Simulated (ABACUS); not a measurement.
The system is Cl.

```
Cl
1.0
     3.14500   -2.25000    0.00000
     3.14500    2.25000    0.00000
     0.00000    0.00000    8.21000
Cl
4
Direct
  0.37000 0.63000 0.40000
  0.13000 0.87000 0.90000
  0.63000 0.37000 0.60000
  0.87000 0.13000 0.10000
```

Base run:

```yaml
Program: ABACUS 3.10.1
Functional: PBE
Potentials_or_basis: PseudoDojo NC SR 0.4.1 PBE standard
Cutoff: 789 eV
Density_cutoff: 3157 eV
Basis: plane waves
k_mesh: 7 × 7 × 4
Occupations: fermi-dirac, width 0.05 eV
Spin: no spin polarisation
```

Its results: band gap on the k mesh 2.47 eV, indirect (least direct gap 2.53 eV); pressure 0.6 GPa; largest force 0.094 eV/Å.

The run is repeated on the same cell with these changes: functional from PBE to PBEsol; potentials or basis from PseudoDojo NC SR 0.4.1 PBE standard to PseudoDojo NC SR 0.4.1 PBEsol standard. What comes out?

Band gap on the k mesh 2.41 eV, indirect (least direct gap 2.46 eV); pressure -0.9 GPa; largest force 0.189 eV/Å.

Caveats: an odd mesh through Γ misses points on the zone boundary, where band edges often lie.

Not every run made on this cell is shown here.
